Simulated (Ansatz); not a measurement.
**HgTe under changes of volume**

One of the cells (32.157 Å³/atom); the others are scaled copies at fixed shape and fractional positions:

```
Hg Te
1.0
     0.00000    3.18000    3.18000
     3.18000    0.00000    3.18000
     3.18000    3.18000    0.00000
Hg Te
1 1
Direct
  0.00000 0.00000 0.00000
  0.50000 0.50000 0.50000
```

Measurements of this composition are mostly on another form, of space group No. 216.

- Program: Ansatz 0.2.0
- Functional: PBEsol
- Potentials or basis: all-electron LAPW, scalar-relativistic
- Cutoff: 187 eV (chosen from the basis error)
- Basis error allowed: 0.001 eV/atom
- k mesh: 7 × 7 × 7
- Occupations: fermi-dirac, width 0.05 eV
- Spin: no spin polarisation

```tsv
volume (Å³/atom)	energy over the lowest point (meV/atom)	pressure (GPa)
30.228	0.00	-4.9
30.871	21.16	-5.5
31.514	44.56	-6.0
32.157	?	?
32.801	96.66	-6.8
33.444	124.78	-7.1
34.087	153.96	-7.4
```

Question: What does the run at 32.157 Å³/atom give?

Answer: Energy over the lowest point 69.82 meV/atom; pressure -6.5 GPa.

Worked out: A Birch-Murnaghan fit of order 3 (a polynomial in V^(-2/3)) to the other rows has no minimum within the range. It gives 69.81 meV/atom at 32.157 Å³/atom, against the run's 69.82, and -dE/dV = -6.5 GPa, against -6.5.

Energies are extrapolated to zero smearing.
